## Choosing a level of theory for a narrow gap: germanium

The band gap is the energy from the highest filled electron state of a crystal to the lowest empty one. In the table it is a Kohn-Sham gap, the difference of two orbital energies of a density-functional calculation, searched over the points of a k-mesh and set to zero when filled and empty bands touch or overlap. All twelve runs use one fixed two-atom diamond cell. The last column subtracts the measured 0.744 eV, which is the indirect gap from the valence top at the zone centre Γ to the conduction minimum at the zone-face point L.

Kohn-Sham band gaps of diamond-structure germanium (fixed two-atom cell, edges 4.001 Å, no spin polarisation) from several density-functional programs, searched on the k-mesh, with 0 for a metal. The last column subtracts the measured indirect Γ-L gap of 0.744 eV (photoluminescence fit, Varshni value at T = 0; arXiv:2003.00143; values found: 0.66 to 0.89 eV).

```csv
program,functional,how the value is got,potentials or basis,wave cutoff (eV),k-mesh,computed band gap (eV),computed less measured (eV)
SIRIUS 7.12.0,LDA,"Kohn-Sham, on the mesh",all electron FP LAPW,n/a,8x8x8,0,-0.74
SIESTA 5.4.2,PBE,"Kohn-Sham, on the mesh",PseudoDojo 0.4 standard NC,n/a,8x8x8,0,-0.74
Quantum ESPRESSO 7.5,PBE,"Kohn-Sham, on the mesh",PseudoDojo 0.4.1 SR PBE standard,1061,16x16x16,0,-0.74
ABINIT 10.8.3 (1),LDA,"Kohn-Sham, on the mesh",PseudoDojo NC SR LDA v0.4.1 standard,952,6x6x6,0,-0.74
FLEUR MaX-R8.1 (patched build s14),Xalpha,"Kohn-Sham, on the mesh",all electron,n/a,8x8x8,0,-0.74
ABINIT 10.8.3 (2),LDA,"Kohn-Sham, on the mesh",HGH LDA,299,6x6x6,0,-0.74
ABINIT 10.8.3 (3),PW91,"Kohn-Sham, on the mesh",PseudoDojo NC SR PBE v0.4.1 standard,1061,8x8x8,0,-0.74
exciting sodium,PBE,"Kohn-Sham, on the mesh","all electron LAPW+lo, shipped species files",n/a,8x8x8,0.03,-0.71
GPAW 26.7.0,PBE,"Kohn-Sham, on the mesh",GPAW PAW data sets (gpaw data 1.2.1),600,8x8x8,0.09,-0.65
ABINIT 10.8.3 (4),HCTH407,"Kohn-Sham, on the mesh",JTH PAW PBE v2.0,544,8x8x8,0.101,-0.64
FLEUR MaX-R8.1 (later development tree),RPBE,"Kohn-Sham, on the mesh",all electron,n/a,8x8x8,0.346,-0.40
ABINIT 10.8.3 (5),r2SCAN,"Kohn-Sham, on the mesh",JTH PAW PBE v2.0,653,6x6x6,0.398,-0.35
```

Every row lies below the measured value, seven rows are zero, and the largest gap, from r2SCAN, reaches 53 % of it. The measured values found run from 0.66 to 0.89 eV, so the shortfall survives any choice among them. They were read out of papers by a program, and a few in a hundred such values may be wrong or belong to imperfect samples.

### Two conduction levels that compete

At Γ every cell oscillates in phase, and the crystal behaves much like a two-atom molecule made of the two atoms of the cell. The valence top is the threefold bonding combination of the 4p orbitals, and the lowest empty state is the single antibonding combination of the 4s orbitals. Whatever deepens the s orbital against p, or lengthens the bond and so narrows the bonding-antibonding splitting, pulls the empty s level down towards the filled p triplet. The analogy holds at Γ only: the state at L mixes s and p and responds differently to the same change.

Standard theory gives the failure of the local and gradient-corrected functionals (LDA, Xα and the GGA family of PBE, PW91, RPBE, HCTH407) in two parts. Their orbital gap lacks the jump of the exchange-correlation potential on adding an electron, so empty levels come out too low by some tenths of an eV, which is the size of the whole gap in Ge. They also place the compact s-like Γ level especially low. If it sinks below the p triplet it takes two electrons, the triplet is left partly filled, and symmetry forces a zero gap.

The runs show the consequence. In all five rows with an open gap the smallest direct gap equals the printed gap, so both edges sit at one k-point, unlike the measured transition. The HCTH407 orbital energies identify that point as Γ: the gap there is 0.101 eV, while the Γ-to-L gap is 0.392 eV. The order of the two conduction levels is thus the reverse of the measured crystal, and the last column compares two different transitions. Like for like, the HCTH407 error is −0.35 eV instead of the printed −0.64 eV.

### Finding the L level by counting electrons

Most runs smear the occupations with a Fermi function of width kT = 0.05 eV, as in a hot intrinsic semiconductor, and the Fermi energy μ settles where holes balance electrons. A level at distance x from μ, on either side, holds the minority fraction f(x) = 1/(1 + e^(x/kT)). An even Γ-centred mesh carries one Γ point and four equivalent L points. With valence top E_v, Γ conduction level E_c and L level E_L, the balance reads

3 f(μ − E_v) = f(E_c − μ) + 4 f(E_L − μ).

The model has no adjustable constant; each row's own E_v, E_c and μ fix its E_L. It was applied to the four open rows with Fermi smearing. For r2SCAN, with E_v = 6.7939, μ = 6.9963 and E_c = 7.1916 eV:

1. Holes: x = 0.2024 eV, f = 0.01715, and three states give 0.0514.
2. Electrons at Γ: x = 0.1953 eV, f = 0.0197.
3. Remainder per L valley: (0.0514 − 0.0197)/4 = 0.0079.
4. E_L − μ = 0.05 × ln(1/0.0079 − 1) = 0.24 eV, so the Γ-to-L gap is 0.20 + 0.24 = 0.44 eV.

Two checks are independent of that arithmetic. The smearing entropy that each run reports is reproduced to 0.7 % for r2SCAN and 6.5 % at worst (GPAW), whereas the Γ states alone fall short by about a third in the GPAW, RPBE and r2SCAN rows. For HCTH407 the count places L 0.025 eV above the known orbital energy, which is the only direct gauge of its accuracy among these four rows; the entropy is a weak test in that row because L is almost empty there. That the edges lie at Γ and the surplus electrons at L is seen directly only for HCTH407 and is inferred for the other three. If other valleys share those electrons, the true L level lies higher than the count says.

The result narrows the differences between HCTH407, RPBE and r2SCAN. From HCTH407 to r2SCAN, in one program with one PAW data set, the printed gap rises by 0.297 eV, but the L gap only goes from 0.39 eV, read from the orbital energies, to a counted 0.44 eV. The counted RPBE value lies between these two. The large steps among these three rows are therefore mostly movements of the s-like Γ level, and the transition that was measured stays about 0.3 eV short in all of them. Between GPAW PBE and HCTH407 it is the other way round: the Γ gap hardly differs, while the L gap goes from a counted 0.20 eV to 0.39 eV. Equal printed gaps can thus hide a difference at L.

### What each level delivers

**LDA, Xα, PW91.** These rows all give zero, and a zero is a clipped value that hides how far the bands overlap or how deep the s level has sunk below the triplet. In the four of them with Fermi smearing, and in the SIESTA PBE row, the summed entropy is 3.7 to 5.9. The four Γ states give at most 2.25 if Γ is neutral by itself, which is the condition behind the printed ceiling, and 4 ln 2 = 2.77 whatever their filling; the PW91 orbital energies give about 2.5. All five sums exceed even the general limit, so states away from Γ also lie near the Fermi level. For PW91 the orbital energies also show why the gap is zero: at Γ the s singlet (3.9489 eV) has sunk 0.04 eV below the p triplet (3.9888 eV), while L (4.1429 eV) stays about 0.15 eV above the triplet. In the other four rows the sum leaves open whether the s level has crossed the triplet, the L valley has dropped, or both. The LDA and Xα runs get the character of the material wrong. The PW91 zero says less about its functional, because it comes from the same potentials with which PBE also closes the gap in Quantum ESPRESSO.

**PBE.** Four programs give gaps between zero and 0.090 eV, against a mean error of −0.71 eV relative to the measured gap, about eight times that spread. That error mixes two transitions; like for like, the count puts the GPAW L gap at 0.20 eV, an error of −0.55 eV. The functional is thus still the larger risk for the size of the gap, although clipping makes the spread a lower bound. For the question of metal or semiconductor the program decides, since potentials, basis and settings alone tip PBE either way. The highest PBE value comes from a data set that freezes the 3d shell in the core; that this is the cause is a guess, untested here.

**HCTH407, RPBE, r2SCAN.** Steps in the printed gap below about 0.1 eV, such as GPAW PBE to HCTH407 or RPBE to r2SCAN, are within the program spread and should not be credited to a functional. The RPBE step of 0.316 eV over all-electron PBE crosses programs, so how much of it belongs to the functional is untested. Theory argues that r2SCAN, whose potential depends on the orbitals, recovers part of the jump; its Γ gap fits that, but its L gap is hardly better than those of the two GGAs. It also ran on PBE data sets, as did HCTH407 (and PW91 on PBE potentials), and with a warning of too low a density.

### Settings that move the answer

All five open rows ran without spin-orbit coupling. It splits the p triplet by roughly 0.3 eV (a recalled value) and lifts the valence top by a third of that. A shift of about 0.1 eV would roughly close the exciting, GPAW and HCTH407 gaps and take the r2SCAN L error to about −0.40 eV. Zero-point motion acts in the same sense, because it lowers the measured gap below that of a static lattice, and so does any exciton binding left in the optical value. The functionals are therefore somewhat worse than the like-for-like errors suggest.

The cell can matter as much as the functional. By the molecule picture a longer bond lowers the s level, roughly 0.1 eV per GPa of released pressure (recalled). GPAW PBE finds the fixed cell compressed by 3.9 GPa, so relaxing would expand it and lower the Γ level by a few tenths of an eV, closing the gap. r2SCAN, at 0.57 GPa, would hardly move. Gaps are best compared at the measured cell. Tensile strain lowers Γ in the same way; that it does so faster than it lowers L is known for Ge, but it doesn't follow from the molecule picture and is not tested here.

Once a run is converged, a finer mesh or a higher cutoff doesn't mend the error of the functional. Zeros occur from the 6×6×6 to the 16×16×16 mesh, a factor of 19 in k-points, and across a factor of 6.7 in plane waves, whose number grows as the cutoff to the power 3/2. These rows differ in functional and potentials and are no convergence series, but Γ and L already lie on the coarse meshes. At a fixed density, adding points to a mesh can lower the gap found but can't raise it, so a small open gap may close between the points. The makers of the data give this caution for the three smallest open gaps, but it rests on their tests on other systems, and the runs themselves record no such warning. For HCTH407 a closure is unlikely, because both edges lie at Γ and the filled and empty levels move apart from there towards all neighbouring points.

### Accuracy needed and cost

The intrinsic carrier density varies as exp(−E_g/2kT), with E_g the gap and kT = 0.026 eV at room temperature. A factor of two in intrinsic conductivity needs the gap to 0.052 × ln 2, under 0.04 eV. The best L error in the table, about −0.30 eV, gives exp(0.30/0.052), a factor of some three hundred. No row serves that purpose, nor the placing of an absorption edge to a tenth of an eV, and a device model should take the measured gap.

All these levels share the same scaling, linear in k-points, with a meta-GGA costing a modest factor more than a GGA. For a first look at band shapes r2SCAN is a promising choice: it keeps the gap open with spin-orbit coupling allowed for, sits near its own equilibrium volume, and brings Γ within about 0.05 eV of L, though still below it. The all-electron RPBE run does nearly as well on the gap and on Γ against L, but its output gives no pressure, so a lead of r2SCAN over it is not shown. The case for r2SCAN also rests on a single run with PBE data sets and a density warning, so it should be repeated with all electrons or a matching data set before it is relied on. A quantitative gap calls for a hybrid functional or GW with spin-orbit coupling, which treat exchange nonlocally; they couple pairs of k-points, so their cost grows about as the square of the mesh, and they are untested here. At any level the Γ and L energies should be read separately before a gap is set against experiment. The printed output that follows gives the figures row by row.

Numerical output:

```
measured 0.744 eV; largest mismatch of err with y - measured 0.004 eV (rounding 0.005)
spin-orbit shift (rough, recalled) 0.10 eV; kT at 300 K 0.026 eV
program | functional | gap eV | % of measured | gap less shift eV | k-points | plane waves
SIRIUS 7.12.0 | LDA | 0.000 | 0 | 0.00 | 512 | -
SIESTA 5.4.2 | PBE | 0.000 | 0 | 0.00 | 512 | -
Quantum ESPRESSO  | PBE | 0.000 | 0 | 0.00 | 4096 | 3553
ABINIT 10.8.3 (1) | LDA | 0.000 | 0 | 0.00 | 216 | 3020
FLEUR MaX-R8.1 (p | Xalpha | 0.000 | 0 | 0.00 | 512 | -
ABINIT 10.8.3 (2) | LDA | 0.000 | 0 | 0.00 | 216 | 532
ABINIT 10.8.3 (3) | PW91 | 0.000 | 0 | 0.00 | 512 | 3553
exciting sodium | PBE | 0.030 | 4 | 0.00 | 512 | -
GPAW 26.7.0 | PBE | 0.090 | 12 | 0.00 | 512 | 1511
ABINIT 10.8.3 (4) | HCTH407 | 0.101 | 14 | 0.00 | 512 | 1305
FLEUR MaX-R8.1 (l | RPBE | 0.346 | 47 | 0.25 | 512 | -
ABINIT 10.8.3 (5) | r2SCAN | 0.398 | 53 | 0.30 | 216 | 1716
zero rows 7 of 12; smallest error -0.346 eV; mean error -0.664 eV
PBE, 4 programs: spread 0.090 eV, mean error -0.714 eV, ratio 7.9
step exciting to RPBE: +0.316 eV
step GPAW to HCTH407: +0.011 eV
step GPAW to r2SCAN: +0.308 eV
step HCTH407 to r2SCAN: +0.297 eV
step RPBE to r2SCAN: +0.052 eV
size ratios: k-points max/min 19; plane waves max/min 6.7
occupation model: 3 holes(Gamma v) = electrons(Gamma c) + 4 electrons(L); energies eV
row | Gamma gap | L gap | with neighbours | L error | L error with shift | TS misfit % | same, Gamma only %
GPAW | 0.090 | 0.20 | 0.20 | -0.55 | -0.65 | -6.5 | -35
HCTH407 | 0.101 | 0.42 | 0.40 | -0.33 | -0.42 | -4.2 | -6
RPBE | 0.346 | 0.42 | 0.43 | -0.32 | -0.42 | -2.4 | -29
r2SCAN | 0.398 | 0.44 | - | -0.30 | -0.40 | -0.7 | -35
HCTH407 L gap from eigenvalues 0.392 eV (error -0.352), model off by +0.025 eV
HCTH407 L above Gamma by 0.290 eV; worst TS misfit 6.5 %
step HCTH407 to r2SCAN in L gap (eigenvalue to model) +0.05 eV
zero rows, summed entropy TS*Nk/(2kT); the four Gamma states give at most 2.25
  ABINIT 10.8.3 (1) LDA: 4.35
  ABINIT 10.8.3 (2) LDA: 4.01
  ABINIT 10.8.3 (3) PW91: 3.95
  FLEUR MaX-R8.1 (p Xalpha: 5.94
  SIESTA 5.4.2 PBE: 3.69
pressure GPa (order of Gamma-gap drop on relaxing, eV): SIESTA PBE 6.93 (0.7); GPAW PBE 3.9 (0.4); PW91 3.49 (0.3); r2SCAN 0.57 (0.06)
```
